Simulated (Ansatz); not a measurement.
Here is an Ansatz 0.2.0 calculation.

Contents of input.yaml:

```yaml
crystal:
  lattice:
    - [0.0, 1.9417396906, 1.9651051623]
    - [1.4984397099, 0.0, 1.9651051623]
    - [1.4984397099, 1.9417396906, 0.0]
  atoms:
    - { symbol: Fe, position: [0.0, 0.0, 0.0], spin: 2.2 }
hamiltonian:
  xc: pbesol
  pseudopotentials: { kind: paw }
magnetization:
  spin_polarized: true
  initial_magnetization: 2.2
  spin_locking: { lock_magnetization: hard }
kpoints:
  mp_grid: { grid: [11, 11, 11] }
scf:
  occupations: { method: fermi_dirac, width: 0.05 }
  lower_state_search: "off"
output:
  forces: true
  stress: true
  eigenvalues: true
```

Potentials or basis: Ansatz PAW.

Command:

```bash
$ ansatz run input.yaml --threads 2 --pin off --max-ram 5632MiB --backend cpu --events-out ev --progress --plain --runs-dir out
```

Q: Predict the pressure.

A: -10.1 GPa.

Stress tensor (GPa, compression positive):
```
-15.50   0.00   0.00
  0.00  -6.19   0.00
  0.00   0.00  -8.50
```

Caveat: the total moment is fixed, so each spin has its own Fermi level; the PAW data sets come from PBE, with cores solved anew for the run's functional, which leaves a small shift of forces and pressure; the thresholds are loose for stress.
